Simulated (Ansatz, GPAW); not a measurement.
CuI: programs and potentials compared

```xyz
2
Lattice="0.0000 3.0315 3.0315 3.0315 0.0000 3.0315 3.0315 3.0315 0.0000" Properties=species:S:1:pos:R:3 pbc="T T T"
I     0.0000    0.0000    0.0000
Cu    4.5473    4.5473    4.5473
```

Alike in all runs: task single point; functional PBE; k mesh 8 × 8 × 8; occupations gaussian, width 0.015 eV; no spin polarisation; no spin-orbit coupling. Pressure is positive in compression and, in plane waves, holds the error of the finite cutoff, which Ansatz's Pulay term estimates and takes out.

```
                        program and potentials  plane-wave cutoff (eV)                                                                      notes  band gap (eV)  pressure (GPa)
                            Ansatz, Ansatz PAW                     420  18 valence electrons an atom on average; Pulay term of +0.04 GPa included           1.12            0.31
    GPAW, GPAW PAW data sets (gpaw-data 1.2.1)                     600                                     9 valence electrons an atom on average           1.14            0.89
Ansatz, all-electron LAPW, scalar-relativistic                       -                                                                          -           1.12            0.33
```

The band gap spans 1.12 (Ansatz, all-electron LAPW, scalar-relativistic) to 1.14 eV (GPAW, GPAW PAW data sets (gpaw-data 1.2.1)), with all-electron results at 1.12. The pressure spans 0.31 (Ansatz, Ansatz PAW) to 0.89 GPa (GPAW, GPAW PAW data sets (gpaw-data 1.2.1)), with all-electron results at 0.33. Spin-orbit coupling, left out here, moves the band edges of heavy atoms.

The functional is the same throughout but for its coding, so the spread measures potentials, basis and numerics; runs on potential files found faulty are left out.
